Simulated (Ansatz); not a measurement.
**CsBr: pressure up to the limit of the methods**

An exercise on one series of results from a longer session: the logs are not shown, and one member is left open.

Program: Ansatz 0.2.0. Level of theory: DFT, PBE, PAW with Ansatz's default frozen-core files, scalar-relativistic. These are calculated values, not measurements.

1 further run of the same task is left out (it didn't finish).

### Starting point

The structure is cubic, space group Pm-3m (No. 221). The conventional cell has a = 4.326 Å, b = 4.326 Å, c = 4.326 Å, α = 90.00°, β = 90.00°, γ = 90.00°. Cs (site symmetry m-3m) is surrounded by 8 Br at 3.75 Å. Around Br (site symmetry m-3m) lie 8 Cs at 3.75 Å.

As a file:

```xyz
2
Lattice="4.3256 0.0000 0.0000 0.0000 4.3256 0.0000 0.0000 0.0000 4.3256" Properties=species:S:1:pos:R:3 pbc="T T T"
Cs    0.0000    0.0000    0.0000
Br    2.1628    2.1628    2.1628
```

Whether this phase is the stable one at these pressures isn't tested.

Atoms are numbered in the order of the input: Cs1, Br2.

Set-up of the first run:

The input, input.yaml:

```yaml
crystal:
  lattice:
    - [4.32562222, 0.0, 0.0]
    - [0.0, 4.32562222, 0.0]
    - [0.0, 0.0, 4.32562222]
  atoms:
    - { symbol: Cs, position: [0.0, 0.0, 0.0] }
    - { symbol: Br, position: [0.5, 0.5, 0.5] }
kpoints:
  mp_grid: { grid: [7, 7, 7] }
scf:
  occupations: { method: fermi_dirac, width: 0.03 }
hamiltonian:
  xc: pbe
  pseudopotentials: { kind: paw }
output:
  forces: true
  stress: true
relax:
  f_tol: 0.01
  max_steps: 30
```

On the command line:

```sh
$ ansatz run input.yaml --threads 1 --pin off --max-ram 2048MiB --backend cpu --events-out ev --progress --plain --runs-dir out
```

Among the steps run: Atoms relaxed at the given volume, PAW; Volume scaled by 1, PAW; Atoms relaxed at 0.9 of the volume, PAW; Volume scaled by 0.9, PAW; Atoms relaxed at 0.6 of the volume, PAW; Volume scaled by 0.6, PAW; Atoms relaxed at 0.55 of the volume, PAW; Volume scaled by 0.55, PAW.

One table of the session follows, with a row left open; its other results are not shown here.

| method | volume over the first | volume (Å³/atom) | pressure (GPa) | gap (eV) |
| --- | --- | --- | --- | --- |
| PAW | 1 | 40.468 | 0.60 | 4.42 |
| PAW | 0.9 | 36.422 | 2.67 | 4.81 |
| PAW | 0.6 | 24.281 | 27.52 | 3.37 |
| PAW | 0.55 | ? | ? | ? |

**Question.** Estimate the row for PAW, 0.55.

As computed: volume (Å³/atom): 22.258; pressure (GPa): 39.39; gap (eV): 2.82. In the column «volume (Å³/atom)» it is the lowest.

Caveats from the session: Warnings in the runs' records: stress scf threshold loose, gradients without spin orbit.
